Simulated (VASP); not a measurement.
# InSb3 (Fm-3m) in VASP: notebook, part 2 of 2

VASP 6.6.1.

### Step 3. Phonons, LDA

Input file POSCAR:

```
InSb3
1.0
    0.0000000000      3.7945550000      3.7945550000
    3.7945550000      0.0000000000      3.7945550000
    3.7945550000      3.7945550000      0.0000000000
Sb In
3 1
Direct
    0.5000000000      0.5000000000      0.5000000000
    0.7500000000      0.7500000000      0.7500000000
    0.2500000000      0.2500000000      0.2500000000
    0.0000000000      0.0000000000      0.0000000000
```

Input file INCAR.step1:

```
SYSTEM = InSb3
PREC     = Accurate       ! precision mode
ENCUT    = 600            ! plane-wave cutoff, eV
EDIFF    = 1E-8           ! SCF threshold, eV
ISMEAR   = 0              ! smearing method
SIGMA    = 0.02           ! smearing width, eV
LREAL    = .False.        ! projectors in reciprocal space
LASPH    = .True.         ! aspherical terms in the spheres
NELM     = 100            ! most SCF steps
ALGO     = Normal         ! electronic algorithm
ISIF     = 3              ! what is computed and relaxed
LWAVE    = .False.        ! write WAVECAR
LCHARG   = .False.        ! write CHGCAR
GGA      = CA             ! functional
IBRION   = 2              ! ionic algorithm
NSW      = 40             ! ionic steps
EDIFFG   = -0.002         ! ionic threshold
KPAR     = 4
```

Input file INCAR.step2:

```
SYSTEM = InSb3
PREC     = Accurate       ! precision mode
ENCUT    = 600            ! plane-wave cutoff, eV
EDIFF    = 1E-8           ! SCF threshold, eV
ISMEAR   = 0              ! smearing method
SIGMA    = 0.02           ! smearing width, eV
LREAL    = .False.        ! projectors in reciprocal space
LASPH    = .True.         ! aspherical terms in the spheres
NELM     = 100            ! most SCF steps
ALGO     = Normal         ! electronic algorithm
ISIF     = 2              ! what is computed and relaxed
LWAVE    = .False.        ! write WAVECAR
LCHARG   = .False.        ! write CHGCAR
GGA      = CA             ! functional
IBRION   = 8              ! ionic algorithm
NSW      = 1              ! ionic steps
LEPSILON = .True.         ! dielectric tensor by DFPT
KPAR     = 4
```

Input file KPOINTS:

```
regular mesh
0
Gamma
  6 6 6
  0 0 0
```

Potentials or basis: VASP PAW LDA potentials, release 64 (Sb, In_d).

The run is started by

```bash
$ cat potpaw_LDA.64/Sb/POTCAR potpaw_LDA.64/In_d/POTCAR > POTCAR
$ cp INCAR.step1 INCAR
$ mpirun -np 4 vasp_std > vasp.out
$ cp CONTCAR POSCAR
$ cp INCAR.step2 INCAR
$ mpirun -np 4 vasp_std > vasp.out
```

OUTCAR:

```text
SYSTEM = InSb3
   PREC = Accurate
   ENCUT = 600
   EDIFF = 1E-8
   ISMEAR = 0
   LREAL = .False.
   LASPH = .True.
   NELM = 100
   ISIF = 2
   GGA = CA
   IBRION = 8
   NSW = 1
   LEPSILON = .True.

 ion  position               nearest neighbor table
   1  0.500  0.500  0.500-   3 3.20   3 3.20   3 3.20   2 3.20   3 3.20   2 3.20   2 3.20   2 3.20
                             4 3.70   4 3.70   4 3.70   4 3.70   4 3.70   4 3.70
   2  0.750  0.750  0.750-   1 3.20   1 3.20   1 3.20   1 3.20   4 3.20   4 3.20   4 3.20   4 3.20
                             3 3.70   3 3.70   3 3.70   3 3.70   3 3.70   3 3.70
   3  0.250  0.250  0.250-   4 3.20   4 3.20   4 3.20   1 3.20   4 3.20   1 3.20   1 3.20   1 3.20
                             2 3.70   2 3.70   2 3.70   2 3.70   2 3.70   2 3.70
   4  0.000  0.000  0.000-   2 3.20   2 3.20   2 3.20   2 3.20   3 3.20   3 3.20   3 3.20   3 3.20
                             1 3.70   1 3.70   1 3.70   1 3.70   1 3.70   1 3.70

  LATTYP: Found a face centered cubic cell.
 ALAT       =     7.3935522423

  Lattice vectors:

 A1 = (   0.0000000000,   3.6967761212,   3.6967761212)
[... 660 lines left out ...]
  4Z     0.000000    0.000000    0.890304    0.000000    0.000000    0.726621    0.000000    0.000000    0.726621    0.000000    0.000000   -2.343546

 Eigenvectors and eigenvalues of the dynamical matrix
 ----------------------------------------------------

   1 f  =    2.563681 THz    16.108083 2PiTHz   85.515193 cm-1    10.602528 meV
             X         Y         Z           dx          dy          dz
      3.696776  3.696776  3.696776    -0.335259   -0.007375   -0.072825
      5.545164  5.545164  5.545164    -0.244216   -0.005372   -0.053049
      1.848388  1.848388  1.848388    -0.244216   -0.005372   -0.053049
      0.000000  0.000000  0.000000     0.850187    0.018702    0.184678
[... 71 lines left out ...]
  12 f/i=    2.536281 THz    15.935923 2PiTHz   84.601223 cm-1    10.489210 meV
             X         Y         Z           dx          dy          dz
      3.696776  3.696776  3.696776    -0.000000   -0.000000    0.000000
      5.545164  5.545164  5.545164    -0.253101    0.650485    0.113180
      1.848388  1.848388  1.848388     0.253101   -0.650485   -0.113180
      0.000000  0.000000  0.000000     0.000000    0.000000    0.000000

--------------------------------------------------------------------------------------------------------

 MACROSCOPIC STATIC DIELECTRIC TENSOR IONIC CONTRIBUTION
 ------------------------------------------------------
          25.597408     0.000000    -0.000000
           0.000000    25.597408    -0.000000
          -0.000000    -0.000000    25.597408
 ------------------------------------------------------

 ELASTIC MODULI CONTR FROM IONIC RELAXATION (kBar)
 Direction    XX          YY          ZZ          XY          YZ          ZX
 --------------------------------------------------------------------------------
 XX           0.0000     -0.0000      0.0000      0.0000      0.0000     -0.0000
 YY           0.0000     -0.0000     -0.0000      0.0000      0.0000     -0.0000
 ZZ           0.0000     -0.0000      0.0000     -0.0000      0.0000      0.0000
 XY           0.0000      0.0000      0.0000      0.0000     -0.0000     -0.0000
 YZ          -0.0000      0.0000     -0.0000      0.0000      0.0000      0.0000
 ZX          -0.0000      0.0000      0.0000     -0.0000     -0.0000      0.0000
 --------------------------------------------------------------------------------

 PIEZOELECTRIC TENSOR IONIC CONTR  for field in x, y, z        (C/m^2)
          XX          YY          ZZ          XY          YZ          ZX
  --------------------------------------------------------------------------------
  x     0.00000     0.00000     0.00000    -0.00000    -0.00000    -0.00000
  y     0.00000     0.00000    -0.00000    -0.00000     0.00000     0.00000
  z     0.00000     0.00000     0.00000    -0.00000    -0.00000    -0.00000
```

It took 5.1 min on 4 MPI ranks of Intel Xeon Platinum 8488C (Sapphire Rapids), shared host; peak memory 0.56 GiB.

What came out:

| Item | Value |
| --- | --- |
| Relaxed volume | 25.26 Å³/atom |
| Relaxed cell | a = 5.228 Å, b = 5.228 Å, c = 5.228 Å, α = 60.00°, β = 60.00°, γ = 60.00° |
| Space group after relaxing (to 0.05 Å) | Fm-3m (No. 225) |
| Electronic dielectric tensor (diagonal) | 81.89 |
| Born charges (mean of the diagonal) | Sb -2.37, -1.71; In +5.78 e |
| Highest phonon frequency at Γ, LO-TO splitting left out | 86 cm⁻¹ |
| Most unstable mode | 85i cm⁻¹ |

The path:
| step | energy change (eV) | largest force (eV/Å) | pressure (GPa) | volume (Å³) |
| --- | --- | --- | --- | --- |
| 1 | 0.0000 | 0.0000 | -4.10 | 109.27 |
| 2 | -0.1083 | 0.0000 | 1.73 | 98.59 |
| 3 | -0.1211 | 0.0000 | 0.09 | 100.89 |
| 4 | -0.1212 | 0.0000 | -0.02 | 101.06 |
| 5 | -0.1212 | 0.0000 | -0.02 | 101.06 |
| 6 | -0.1212 | 0.0000 | -0.02 | 101.06 |
| 7 | -0.1212 | 0.0000 | -0.02 | 101.06 |
| 8 | -0.1212 | 0.0000 | -0.02 | 101.06 |
| 9 | -0.1212 | 0.0000 | -0.02 | 101.06 |
| 10 | -0.1212 | 0.0000 | -0.02 | 101.06 |
| 11 | -0.1212 | 0.0000 | -0.02 | 101.06 |
| 12 | -0.1212 | 0.0000 | -0.02 | 101.06 |
| 13 | -0.1212 | 0.0000 | -0.02 | 101.06 |
| 14 | -0.1212 | 0.0000 | -0.02 | 101.06 |
| 15 | -0.1212 | 0.0000 | -0.02 | 101.06 |
| 16 | -0.1212 | 0.0000 | -0.02 | 101.05 |
| 17 | -0.1212 | 0.0000 | -0.02 | 101.05 |
| 18 | -0.1212 | 0.0000 | -0.01 | 101.04 |

Final structure:
```
CELL_PARAMETERS angstrom
0.00000 3.69678 3.69678
3.69678 0.00000 3.69678
3.69678 3.69678 0.00000
ATOMIC_POSITIONS crystal
Sb 0.50000 0.50000 0.50000
Sb 0.75000 0.75000 0.75000
Sb 0.25000 0.25000 0.25000
In 0.00000 0.00000 0.00000
```

Phonon frequencies in cm⁻¹ (negative: imaginary):
```tsv
q point	frequencies
(0.000, 0.000, 0.000)	-85 -85 -85 0 0 0 52 52 52 86 86 86
```

Electronic dielectric tensor:
```
81.89  0.00  0.00
 0.00 81.89  0.00
 0.00  0.00 81.89
```

Born effective charge tensors (e):
atom 1, Sb
```
-2.37  0.00  0.00
 0.00 -2.37  0.00
 0.00  0.00 -2.37
```
atom 2, Sb
```
-1.71  0.00  0.00
 0.00 -1.71  0.00
 0.00  0.00 -1.71
```
atom 3, Sb
```
-1.71  0.00  0.00
 0.00 -1.71  0.00
 0.00  0.00 -1.71
```
atom 4, In
```
5.78 0.00 0.00
0.00 5.78 0.00
0.00 0.00 5.78
```

Caveat: some modes are imaginary. Spin-orbit coupling is left out, which matters for the levels of Sb.

### Step 4. For comparison

An earlier run on the cell as given: functional PBEsol; potentials or basis VASP PAW PBE potentials, release 64 (Sb, In_d); cutoff 520 eV; k mesh 6 × 6 × 6; occupations fermi-dirac, width 0.05 eV; no spin polarisation.

* Pressure: -3.1 GPa
* Band gap on the k mesh: none (metal or under the smearing width)
